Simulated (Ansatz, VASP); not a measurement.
# Ga in VASP and in Ansatz

Contents of POSCAR:

```
Ga
1.0
    0.0000000000      2.1190890548      2.1190890548
    2.1190890548      0.0000000000      2.1190890548
    2.1190890548      2.1190890548      0.0000000000
Ga
1
Direct
    0.0000000000      0.0000000000      0.0000000000
```

The input INCAR.step1:

```
SYSTEM = Ga
ALGO = Normal ; EDIFF = 1E-4
ENCUT = 520 ; GGA = PE
ISMEAR = 0 ; LASPH = .True.
LCHARG = .False. ; LREAL = .False.
LWAVE = .True. ; NBANDS = 12
NELM = 80 ; PREC = Accurate
SIGMA = 0.05
```

File INCAR.step2:

```
SYSTEM = Ga
ALGO = Normal ; EDIFF = 1E-7
ENCUT = 520 ; ISIF = 2
ISMEAR = 0 ; ISTART = 1
LASPH = .True. ; LCHARG = .False.
LMIXTAU = .True. ; LREAL = .False.
LWAVE = .False. ; METAGGA = R2SCAN
NBANDS = 12 ; NELM = 80
PREC = Accurate ; SIGMA = 0.05
```

Contents of KPOINTS:

```
k-points
0
Gamma
  18 18 18
  0 0 0
```

Input for Ansatz:

```yaml
crystal:
  lattice:
    - [0.0, 2.1190890548, 2.1190890548]
    - [2.1190890548, 0.0, 2.1190890548]
    - [2.1190890548, 2.1190890548, 0.0]
  atoms:
    - { symbol: Ga, position: [0.0, 0.0, 0.0] }
basis:
  ecutwfc: 500
  ecutrho_ratio: 4
kpoints:
  mp_grid: { grid: [18, 18, 18] }
hamiltonian:
  xc: r2scan
scf:
  occupations: { method: gaussian, width: 0.05 }
output:
  forces: true
  stress: true
  eigenvalues: true
```

The cell was built by a generator and needn't be a form met in nature.

Alike in both runs: task single point; functional r2SCAN; k mesh 18 × 18 × 18; occupations gaussian, width 0.05 eV; no spin polarisation.

|  | VASP | Ansatz |
| --- | --- | --- |
| version | VASP 6.6.1 | Ansatz 0.2.0 |
| potentials or method | VASP PAW PBE potentials, release 64 (Ga_d) | scalar-relativistic, plane waves, PAW |
| plane-wave cutoff (eV) | 520 | 500 |
| valence electrons in the cell | 13 | 13 |

```tsv
	VASP	Ansatz	Ansatz less VASP
gap on the k mesh at the Fermi level (eV)	none	none	-
pressure (GPa)	-2.9	-3.0	-0.10
```

A gap of «none» marks a metal or a gap that the smearing closes.

Caveats: the PAW data sets were made with another functional, which shifts forces and pressure a little (VASP).
